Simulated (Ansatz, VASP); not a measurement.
Pd in VASP and in Ansatz

```
Pd
1.0
     0.00000    1.99352    1.99352
     1.99352    0.00000    1.99352
     1.99352    1.99352    0.00000
Pd
1
Direct
  0.00000 0.00000 0.00000
```

Change from the starting cell: strain +0.025 along x and y, +0.025 along z, atoms carried along.

Alike in both runs: task single point; functional PBE; k mesh 8 × 8 × 8; occupations gaussian, width 0.15 eV; no spin polarisation.

|  | VASP | Ansatz |
| --- | --- | --- |
| version | VASP 6.6.1 | Ansatz 0.2.0 |
| potentials or method | VASP PAW PBE potentials, release 64 (Pd) | scalar-relativistic, plane waves, PAW |
| plane-wave cutoff (eV) | 520 | 420 |
| valence electrons in the cell | 10 | 18 |

```csv
,VASP,Ansatz,Ansatz less VASP
gap on the k mesh at the Fermi level (eV),none,none,-
pressure (GPa),-4.7,-4.5,+0.24
```

A gap of «none» marks a metal or a gap that the smearing closes. The two sets of potentials don't hold the same shells in valence.
